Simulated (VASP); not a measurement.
TiSe2:

```
Ti Se
1.0
     3.53600    0.00000    0.00000
    -1.76800    3.06227    0.00000
     0.00000    0.00000    6.00400
Ti Se
1 2
Cartesian
  0.0000 0.0000 0.0000
  0.0000 2.0415 1.5322
  1.7680 1.0208 4.4718
```

| Item | Value |
| --- | --- |
| Program | VASP 6.6.1 |
| Task | relaxation of cell and atoms |
| Functional | PBE |
| Dispersion | D3(BJ) |
| Potentials or basis | VASP PAW PBE potentials, release 64 (Ti_sv, Se) |
| Cutoff | 600 eV |
| k mesh | 12 × 12 × 6 |
| Occupations | methfessel-paxton, width 0.1 eV |
| Spin | no spin polarisation |

At the start: pressure -1.6 GPa; volume 21.67 Å³/atom.

**Question.** How do energy, volume and symmetry change on relaxing?

**Answer.** Over 10 steps the energy falls by 7.6 meV/atom and the volume is 20.50 Å³/atom (-5.4 %); space group P-3m1 (No. 164, to 0.05 Å).

The path:
| step | energy change (eV) | largest force (eV/Å) | pressure (GPa) | volume (Å³) |
| --- | --- | --- | --- | --- |
| 1 | 0.0000 | 0.0905 | -1.57 | 65.01 |
| 2 | -0.0085 | 0.3343 | 0.77 | 63.04 |
| 3 | -0.0091 | 0.2857 | 0.30 | 63.41 |
| 4 | -0.0154 | 0.1559 | 0.07 | 62.97 |
| 5 | -0.0171 | 0.0444 | -0.12 | 62.60 |
| 6 | -0.0193 | 0.0390 | -0.05 | 62.32 |
| 7 | -0.0226 | 0.0178 | 0.18 | 61.46 |
| 8 | -0.0226 | 0.0158 | 0.20 | 61.41 |
| 9 | -0.0222 | 0.0692 | -0.44 | 61.77 |
| 10 | -0.0227 | 0.0080 | 0.00 | 61.51 |

Final structure:
```
Ti Se
1.0
     3.48178    0.00000    0.00000
    -1.74089    3.01531    0.00000
     0.00000    0.00000    5.85864
Ti Se
1 2
Direct
  0.00000 0.00000 0.00000
  0.33333 0.66667 0.26539
  0.66667 0.33333 0.73461
```
